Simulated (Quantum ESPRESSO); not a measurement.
The system is TiC.

```
Ti C
1.0
     0.00000    2.16572    2.16572
     2.16572    0.00000    2.16572
     2.16572    2.16572    0.00000
Ti C
1 1
Direct
  0.00000 0.00000 0.00000
  0.50000 0.50000 0.50000
```

The cell is a database's computed one.

* Program: Quantum ESPRESSO 7.5
* Task: phonons
* Functional: PW91
* Potentials or basis: PseudoDojo 0.4.1 SR PBE standard
* Cutoff: 1143 eV
* Density cutoff: 4572 eV
* k mesh: 11 × 11 × 11
* Occupations: cold, width 0.2 eV
* Spin: no spin polarisation
* Mixing beta: 0.5
* Most SCF iterations: 120
* SCF threshold: 4e-10 Ry

The cell and the atoms were relaxed first, to 10.18 Å³/atom (a = 3.065 Å, b = 3.065 Å, c = 3.065 Å, α = 60.00°, β = 60.00°, γ = 60.00°), and the response was taken there.

Q: Where do the zone-centre optical modes lie?

A: T1u at 502 cm⁻¹ (IR).

Optical modes at Γ, degenerate ones joined:
| cm⁻¹ | components | symmetry | active in |
| --- | --- | --- | --- |
| 502 | 3 | T1u | IR |

Caveat: the potentials were made for another functional, which shifts forces and pressure.
